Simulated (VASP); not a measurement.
# CdTe in VASP: one cell, several levels of theory, part 2 of 2

VASP 6.6.1, plane waves, PAW. Earlier steps stand in the parts before.

## Step 3: Single point with r2SCAN

File INCAR:

```
ENCUT = 520.000000
SIGMA = 0.010000
EDIFF = 1.00e-07
ALGO = Normal
METAGGA = R2SCAN
PREC = Accurate
IBRION = -1
ISIF = 2
ISMEAR = 0
NBANDS = 16
NELM = 120
NSW = 0
LASPH = .TRUE.
LCHARG = .FALSE.
LWAVE = .FALSE.
LREAL = .FALSE.
```

File KPOINTS:

```
KPOINTS created by Atomic Simulation Environment
0
Gamma
6 6 6
0 0 0
```

File KPOINTS_OPT:

```
special points
6
Reciprocal
0.0000000000 0.0000000000 0.0000000000 1
-0.5000000000 -0.5000000000 0.0000000000 1
-0.3750000000 -0.3750000000 0.2500000000 1
-0.3750000000 0.0000000000 0.3750000000 1
0.0000000000 0.0000000000 0.5000000000 1
-0.5000000000 -0.2500000000 0.2500000000 1
```

File POSCAR:

```
Cd Te
 1.0000000000000000
     0.0000000000000000    3.4111533208000000    3.4111533208000000
     3.4111533208000000    0.0000000000000000    3.4111533208000000
     3.4111533208000000    3.4111533208000000    0.0000000000000000
 Cd  Te
   1   1
Cartesian
  0.0000000000000000  0.0000000000000000  0.0000000000000000
  1.7055766604000004  1.7055766604000004  1.7055766604000004
```

Started as:

```console
mpirun -np 1 vasp_std
```

Printed to the terminal (iteration lines stand in OSZICAR):

```text
POSCAR found type information on POSCAR CdTe
 POSCAR found :  2 types and       2 ions
 -----------------------------------------------------------------------------
|                                                                             |
|                                                                             |
|     You enforced a specific xc type in the INCAR file but a different       |
|     I HOPE YOU KNOW WHAT YOU ARE DOING!                                     |
|                                                                             |
 -----------------------------------------------------------------------------

 LDA part: xc-table for (None), standard interpolation
 POSCAR, INCAR and KPOINTS ok, starting setup
 FFT: planning ... GRIDC
 FFT: planning ... GRID_SOFT
 FFT: planning ... GRID
 WAVECAR not read
 entering main loop
 Start KPOINTS_OPT (optional k-point list driver)
k-point batch [1-6\6]
```

OSZICAR:

```text
N       E                     dE             d eps       ncg     rms          rms(c)
DAV:   1     0.550799964098E+02    0.55080E+02   -0.82148E+03   512   0.985E+02
DAV:   2    -0.472425259645E+02   -0.10232E+03   -0.97230E+02   624   0.234E+02
DAV:   3    -0.511339723492E+02   -0.38914E+01   -0.38855E+01   592   0.476E+01
DAV:   4    -0.511658942086E+02   -0.31922E-01   -0.31921E-01   792   0.390E+00
DAV:   5    -0.511660302574E+02   -0.13605E-03   -0.13605E-03   624   0.214E-01    0.400E+00
DAV:   6    -0.465493216442E+02    0.46167E+01   -0.29786E+00   528   0.201E+01    0.590E+00
DAV:   7    -0.465133385025E+02    0.35983E-01   -0.10473E-01   616   0.335E+00    0.390E+00
DAV:   8    -0.465289705685E+02   -0.15632E-01   -0.88230E-02   576   0.300E+00    0.789E-01
DAV:   9    -0.465340689716E+02   -0.50984E-02   -0.96197E-03   664   0.760E-01    0.358E-01
DAV:  10    -0.465339072117E+02    0.16176E-03   -0.24693E-03   592   0.509E-01    0.709E-02
DAV:  11    -0.465339065860E+02    0.62568E-06   -0.12386E-04   640   0.147E-01    0.509E-02
DAV:  12    -0.465339311159E+02   -0.24530E-04   -0.83751E-05   592   0.105E-01    0.267E-02
DAV:  13    -0.465339251590E+02    0.59569E-05   -0.16155E-05   640   0.502E-02    0.825E-03
DAV:  14    -0.465339255355E+02   -0.37648E-06   -0.39381E-07   640   0.503E-03    0.666E-03
DAV:  15    -0.465339252740E+02    0.26146E-06   -0.10454E-07   448   0.419E-03    0.342E-03
DAV:  16    -0.465339252552E+02    0.18754E-07   -0.14733E-07   432   0.419E-03
   1 F= -.46533925E+02 E0= -.46533925E+02  d E =-.947263E-19
       N       E                     dE             ncg
DAV:   1     0.377059116188E+03   -0.26503E+04      192
DAV:   2    -0.214423480323E+03   -0.59148E+03      232
DAV:   3    -0.235553494484E+03   -0.21130E+02      232
DAV:   4    -0.235725702974E+03   -0.17221E+00      312
DAV:   5    -0.235726164702E+03   -0.46173E-03      240
DAV:   6    -0.235726176025E+03   -0.11324E-04      288
DAV:   7    -0.235726176174E+03   -0.14838E-06      232
DAV:   8    -0.235726176178E+03   -0.45272E-08      216
```

From OUTCAR:

```text
k-points           NKPTS =     16   k-points in BZ     NKDIM =     16   number of bands    NBANDS=     16

   NELECT =      18.0000    total number of electrons

   dimension x,y,z NGX =    36 NGY =   36 NGZ =   36
   dimension x,y,z NGXF=    72 NGYF=   72 NGZF=   72

  energy-cutoff  :      520.00
  volume of cell :       79.38
      direct lattice vectors                 reciprocal lattice vectors
     0.000000000  3.411153321  3.411153321    -0.146577991  0.146577991  0.146577991
     3.411153321  0.000000000  3.411153321     0.146577991 -0.146577991  0.146577991
     3.411153321  3.411153321  0.000000000     0.146577991  0.146577991 -0.146577991

 k-points in reciprocal lattice and weights: KPOINTS created by Atomic Simulation Env
   0.00000000  0.00000000  0.00000000       0.005
   0.16666667  0.00000000  0.00000000       0.037
   0.33333333  0.00000000  0.00000000       0.037
   0.50000000  0.00000000  0.00000000       0.019
   0.16666667  0.16666667  0.00000000       0.028
   0.33333333  0.16666667  0.00000000       0.111
   0.50000000  0.16666667  0.00000000       0.111
  -0.33333333  0.16666667  0.00000000       0.111
[... 8 more k-points ...]

 E-fermi :   0.8850

 k-point     1 :       0.0000    0.0000    0.0000
  band No.  band energies     occupation
      1      -9.9052      2.00000
      2      -7.3384      2.00000
      3      -7.3384      2.00000
      4      -7.3384      2.00000
      5      -7.1600      2.00000
      6      -7.1600      2.00000
      7       0.8264      2.00000
      8       0.8264      2.00000
      9       0.8264      2.00000
     10       1.6095      0.00000
     11       5.9234      0.00000
     12       5.9234      0.00000
     13       5.9234      0.00000
     14       8.4388      0.00000
     15      10.3785      0.00000
     16      10.3785      0.00000

 k-point     2 :       0.1667    0.0000    0.0000
  band No.  band energies     occupation
      1      -9.8350      2.00000
      2      -7.3262      2.00000
      3      -7.3261      2.00000
      4      -7.2652      2.00000
      5      -7.1603      2.00000
      6      -7.1603      2.00000
      7      -0.6622      2.00000
      8       0.6598      2.00000
      9       0.6598      2.00000
     10       2.6844      0.00000
     11       5.8606      0.00000
     12       6.2057      0.00000
     13       6.2057      0.00000
     14       9.4600      0.00000
     15       9.6245      0.00000
     16       9.6245      0.00000

 k-point     3 :       0.3333    0.0000    0.0000
  band No.  band energies     occupation
      1      -9.6967      2.00000
      2      -7.3046      2.00000
      3      -7.3045      2.00000
      4      -7.1577      2.00000
      5      -7.1577      2.00000
      6      -7.0537      2.00000
      7      -2.1978      2.00000
      8       0.3699      2.00000
      9       0.3699      2.00000
     10       2.9333      0.00000
     11       6.4617      0.00000
     12       6.4617      0.00000
     13       7.0495      0.00000
     14       9.2209      0.00000
     15       9.9777      0.00000
     16       9.9777      0.00000

 k-point     4 :       0.5000    0.0000    0.0000
  band No.  band energies     occupation
      1      -9.6297      2.00000
      2      -7.2957      2.00000
      3      -7.2957      2.00000
      4      -7.1541      2.00000
      5      -7.1541      2.00000
      6      -6.8966      2.00000
      7      -2.8510      2.00000
      8       0.2409      2.00000
      9       0.2409      2.00000
     10       2.8618      0.00000
     11       6.4387      0.00000
     12       6.4388      0.00000
     13       7.9648      0.00000
     14       9.4971      0.00000
     15      11.2940      0.00000
     16      11.2940      0.00000

 k-point     5 :       0.1667    0.1667    0.0000
  band No.  band energies     occupation
      1      -9.8119      2.00000
      2      -7.3136      2.00000
      3      -7.3136      2.00000
      4      -7.2600      2.00000
      5      -7.1636      2.00000
      6      -7.1548      2.00000
      7      -0.7096      2.00000
      8       0.3824      2.00000
      9       0.3824      2.00000
     10       3.1823      0.00000
     11       5.0712      0.00000
     12       6.7064      0.00000
     13       6.7064      0.00000
     14       8.4126      0.00000
     15      10.0593      0.00000
     16      10.6265      0.00000

[... the tables of k-points 6 to 16 left out ...]

  Total       -1.7655710     -1.7655710     -1.7655710      0.0000000      0.0000000      0.0000000
  in kB      -35.6337923    -35.6337923    -35.6337923      0.0000000      0.0000000      0.0000000
  external PRESSURE =     -35.6337923 kB  Pullay stress =       0.0000000 kB

 POSITION                                       TOTAL-FORCE (eV/Angst)
 -----------------------------------------------------------------------------------
      0.00000      0.00000      0.00000         0.000000      0.000000      0.000000
      1.70558      1.70558      1.70558        -0.000000     -0.000000     -0.000000
 -----------------------------------------------------------------------------------
    total drift:                               -0.000003     -0.000003     -0.000003

  FREE ENERGIE OF THE ION-ELECTRON SYSTEM (eV)
  ---------------------------------------------------
  free  energy   TOTEN  =       -46.5339252552 eV

  energy  without entropy=      -46.5339252552  energy(sigma->0) =      -46.53392526
```

It took 87 s on 1 MPI rank of Intel Xeon Platinum 8488C, shared host; peak memory 0.22 GiB.

The levels at the points of KPOINTS_OPT are read from vasprun.xml.

Near the gap, in eV above the top of the last filled band v; c is the band after it:

| point | v−1 | v | c | c+1 |
| --- | --- | --- | --- | --- |
| Γ | 0.00 | 0.00 | 0.78 | 5.10 |
| X | -1.43 | -1.43 | 2.93 | 3.17 |
| U | -1.98 | -1.18 | 3.21 | 4.64 |
| K | -1.98 | -1.18 | 3.21 | 4.64 |
| L | -0.59 | -0.59 | 2.04 | 5.61 |
| W | -1.83 | -1.66 | 4.10 | 4.95 |

The r2SCAN gap is 0.78 eV, direct at Γ. Pressure: -3.56 GPa; the forces vanish within 0.01 eV/Å.

## Step 4: Results

The summary covers parts 1 to 2.

```
 level  gap (eV)  pressure (GPa)
   PBE      0.32           -2.50
r2SCAN      0.78           -3.56
```

What this shows: The gap spans 0.32 eV (PBE) to 0.78 eV (r2SCAN). Spin-orbit coupling is left out, though the cell holds Te (Z = 52); in an element this heavy it can shift bands and gaps by tenths of an eV. The pressure is highest with PBE (-2.5 GPa) and lowest with r2SCAN (-3.6 GPa), which orders the cells that they would relax to.
